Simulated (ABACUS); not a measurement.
The system is La.

```
La
1.0
    -2.12383    2.12383    2.12383
     2.12383   -2.12383    2.12383
     2.12383    2.12383   -2.12383
La
1
Direct
  0.00000 0.00000 0.00000
```

This isn't the form of La at room conditions, which is double hcp.

| Property | Result |
| --- | --- |
| Program | ABACUS 3.10.1 |
| Task | relaxation of cell and atoms |
| Functional | M06-L |
| Potentials or basis | SG15 ONCV 1.2 PBE |
| Cutoff | 1742 eV |
| Density cutoff | 6966 eV |
| Basis | plane waves |
| k mesh | 6 × 6 × 6 |
| Occupations | fermi-dirac, width 0.05 eV |
| Spin | no spin polarisation |

At the start: pressure 1.3 GPa; volume 38.32 Å³/atom.

Problem. How do energy, volume and symmetry change on relaxing?

Solution. Over 3 steps the energy falls by 7.0 meV/atom and the volume is 40.01 Å³/atom (+4.4 %); space group Im-3m (No. 229, to 0.05 Å).

The path:
| step | energy change (eV) | largest force (eV/Å) | pressure (GPa) | volume (Å³) |
| --- | --- | --- | --- | --- |
| 1 | 0.0000 | 0.0000 | 1.35 | 38.32 |
| 2 | -0.0069 | 0.0000 | -0.15 | 40.20 |
| 3 | -0.0070 | 0.0000 | 0.00 | 40.01 |

Final structure:
```yaml
crystal:
  lattice:
    - [-2.15454, 2.15454, 2.15454]
    - [2.15454, -2.15454, 2.15454]
    - [2.15454, 2.15454, -2.15454]
  atoms:
    - { symbol: La, position: [0.00000, 0.00000, 0.00000] }
```

Caveat: the potentials were made for another functional, which shifts forces and pressure.
